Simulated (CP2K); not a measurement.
**CsPbCl3 in CP2K: the effect of functional**

The system is CsPbCl3.

```
Pb Cs Cl
1.0
     5.60500    0.00000    0.00000
     0.00000    5.60500    0.00000
     0.00000    0.00000    5.60500
Pb Cs Cl
1 1 3
Direct
  0.50000 0.50000 0.50000
  0.00000 0.00000 0.00000
  0.50000 0.00000 0.50000
  0.00000 0.50000 0.50000
  0.50000 0.50000 0.00000
```

Alike in all runs:

| Quantity | Value |
| --- | --- |
| Program | CP2K 2026.2 |
| Task | atomic charges |
| Potentials or basis | POTENTIAL_UZH Pb GTH-PBE-q4, Cs GTH-PBE-q9, Cl GTH-PBE-q7; DZVP-MOLOPT-PBE-GTH basis |
| Density cutoff | 9184 eV |
| k mesh | 5 × 5 × 5 |
| Occupations | fermi-dirac, width 0.05 eV |
| Spin | no spin polarisation |

One run gave: gap on the mesh 2.73 eV; pressure 0.3 GPa. Which functional did it use?
A. WC
B. PBE
C. TPSS
D. optB88-vdW
E. LDA

E.

```tsv
functional	gap on the mesh (eV)	pressure (GPa)
PBE	2.87	2.1
LDA	2.73	0.3
PBEsol	2.77	1.1
optB88-vdW	2.97	1.6
vdW-DF2	3.12	2.8
WC	2.79	1.2
TPSS	3.03	2.4
```

Caveats: spin-orbit coupling is left out, which as a rule narrows the gap of such compounds by several tenths of an eV; an odd mesh through Γ misses points on the zone boundary, where band edges often lie; the basis of atomic orbitals isn't converged, which shifts pressures, moduli and gaps; the potentials were made for another functional, which shifts forces and pressure (some runs).
